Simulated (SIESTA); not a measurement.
Te2Pt (Moncheite):

```
CELL_PARAMETERS angstrom
4.01000 0.00000 0.00000
-2.00500 3.47276 0.00000
0.00000 0.00000 5.20100
ATOMIC_POSITIONS crystal
Pt 0.00000 0.00000 0.00000
Te 0.66667 0.33333 0.75000
Te 0.33333 0.66667 0.25000
```

Base run:

```yaml
Program: SIESTA 5.4.2
Functional: RPBE
Potentials_or_basis: PseudoDojo 0.4 standard (PBE files)
Basis: DZP (energy shift 0.003 Ry; two zetas on semicore shells)
Grid_cutoff: 800 Ry
Energy_shift: 0.003 Ry
k_mesh: 8 × 8 × 5
Occupations: fermi-dirac, width 0.05 eV
Spin: no spin polarisation
```

Its results: band gap on the k mesh none (metal or under the smearing width); pressure 13.9 GPa; largest force 1.709 eV/Å.

Q: After a change of settings the same cell gave: band gap on the k mesh none (metal or under the smearing width); pressure 18.7 GPa; largest force 1.955 eV/Å. Which change was it?
A. functional from RPBE to PW91
B. functional from RPBE to revPBE
C. functional from RPBE to BLYP
D. functional from RPBE to LDA; potentials or basis from PseudoDojo 0.4 standard (PBE files) to PseudoDojo 0.4 standard (LDA files)

A: C.

Caveats: short orbitals over semicore shells can move pressures by several GPa; the potentials were made for another functional, which shifts forces and pressure; spin-orbit coupling is left out, which moves the levels of the heavy elements; the basis of atomic orbitals isn't converged, which shifts pressures, moduli and gaps.

Runs at the PBE level aren't shown here.
